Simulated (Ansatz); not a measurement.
# ZnCu: band structure with PBE

Crystal: ZnCu.

```
Zn Cu
1.0
     2.94500    0.00000    0.00000
     0.00000    2.94500    0.00000
     0.00000    0.00000    2.94500
Zn Cu
1 1
Cartesian
  1.4725 1.4725 1.4725
  0.0000 0.0000 0.0000
```

```
Program                             : Ansatz 0.2.0
Task                                : band structure
Functional                          : PBE
Potentials or basis                 : Ansatz PAW earlier set
Cutoff                              : 1050 eV
Density cutoff                      : 4200 eV
k mesh                              : 9 × 9 × 9
Occupations                         : fermi-dirac, width 0.05 eV
Spin                                : no spin polarisation
Path                                : [["G", "X", "M", "G", "R", "X"], ["M", "R"]]
Points for each segment of the path : 14
```

The pressure is 2.5 GPa and the band gap on the k mesh is none (metal or under the smearing width).

Levels at the corners of the path, in eV from the Fermi level:
```
point  band 17  band 18  band 19  band 20  band 21  band 22
    Γ    -2.76    -2.76    -2.76     6.12     6.12     6.12
    X    -3.32    -3.32    -2.84    -2.04    11.63    11.63
    M    -2.91    -2.52    -1.98    -1.98     1.72     2.02
    Γ    -2.76    -2.76    -2.76     6.12     6.12     6.12
    R    -2.50    -2.50     3.78     4.25     4.25     4.25
    X    -3.32    -3.32    -2.84    -2.04    11.63    11.63
    M    -2.91    -2.52    -1.98    -1.98     1.72     2.02
    R    -2.50    -2.50     3.78     4.25     4.25     4.25
```

It took 3.6 s on 2 threads of Intel(R) Xeon(R) Platinum 8488C (Sapphire Rapids), on a shared host, peak memory 0.46 GiB.
